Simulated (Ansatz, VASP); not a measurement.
## W in VASP and in Ansatz

Contents of INCAR:

```
SYSTEM = W
PREC = Accurate
ENCUT = 520
EDIFF = 1E-6
ISMEAR = -1
SIGMA = 0.1
LREAL = .False.
LASPH = .True.
NELM = 60
ALGO = Normal
ISIF = 2
LWAVE = .False.
LCHARG = .True.
GGA = CA
LELF = .True.
LVHAR = .True.
NBANDS = 13
```

Contents of KPOINTS:

```
Automatic mesh
0
Gamma
  19 19 19
  0 0 0
```

The input POSCAR:

```
W
1.0
   -1.5354396959      1.5354396959      1.5354396959
    1.5354396959     -1.5354396959      1.5354396959
    1.5354396959      1.5354396959     -1.5354396959
W
1
Direct
    0.0000000000      0.0000000000      0.0000000000
```

Input for Ansatz:

```yaml
crystal:
  lattice:
    - [-1.5354396959, 1.5354396959, 1.5354396959]
    - [1.5354396959, -1.5354396959, 1.5354396959]
    - [1.5354396959, 1.5354396959, -1.5354396959]
  atoms:
    - { symbol: W, position: [0.0, 0.0, 0.0] }
kpoints:
  mp_grid: { grid: [19, 19, 19] }
scf:
  occupations: { method: fermi_dirac, width: 0.1 }
hamiltonian:
  xc: lda
  pseudopotentials: { kind: all_electron, lapw: { basis_error: 0.001 } }
output:
  forces: true
  stress: true
  eigenvalues: true
  populations: true
```

Change from the starting cell: volume scaled by 0.94, LAPW.

Alike in both runs: task single point; functional LDA; k mesh 19 × 19 × 19; occupations fermi-dirac, width 0.1 eV; no spin polarisation.

|  | VASP | Ansatz |
| --- | --- | --- |
| version | VASP 6.6.1 | Ansatz 0.2.0 |
| potentials or method | VASP PAW LDA potentials, release 64 (W_sv) | all-electron LAPW, scalar-relativistic |
| plane-wave cutoff (eV) | 520 | see its input |

VASP gave:

| Item | Value |
| --- | --- |
| pressure (GPa) | 26.2 |

What did Ansatz give for the same quantities?

Pressure (GPa): 23.5.

Ansatz ran all-electron here, so the differences hold the error of VASP's frozen core and of both bases.

Caveats: so large a pressure means that the cell lies far from this level's equilibrium, or that cutoff or potentials fall short (VASP). Spin-orbit coupling is left out, which matters for the levels of W.
